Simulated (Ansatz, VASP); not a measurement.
## Two plane-wave programs on BN

```
B N
1.0
     2.48892    0.00000    0.00000
    -1.24446    2.15547    0.00000
     0.00000    0.00000    6.49831
B N
2 2
Direct
  0.33333 0.66667 0.25000
  0.66667 0.33333 0.75000
  0.33333 0.66667 0.75000
  0.66667 0.33333 0.25000
```

Alike in both runs: functional LDA; k mesh 12 × 12 × 4; occupations gaussian, width 0.02 eV; no spin polarisation.

Ansatz relaxed the structure, and its values are those at the end. VASP's run is a single point on that final structure, the one shown.

```csv
,VASP,Ansatz
version,VASP 6.6.1,Ansatz 0.2.0
potentials or method,"VASP PAW LDA potentials, release 64 (B, N)","scalar-relativistic, plane waves, PAW"
plane-wave cutoff (eV),520,420
valence electrons in the cell,16,16
```

Ansatz gave:

* gap on the k mesh at the Fermi level (eV): 4.07
* least direct gap on the mesh (eV): 4.49
* pressure (GPa): 0.0

Question: What did VASP give for the same quantities?

Answer: gap on the k mesh at the Fermi level (eV): 4.05; least direct gap on the mesh (eV): 4.47; pressure (GPa): 0.4.

A k mesh can miss the band edges.
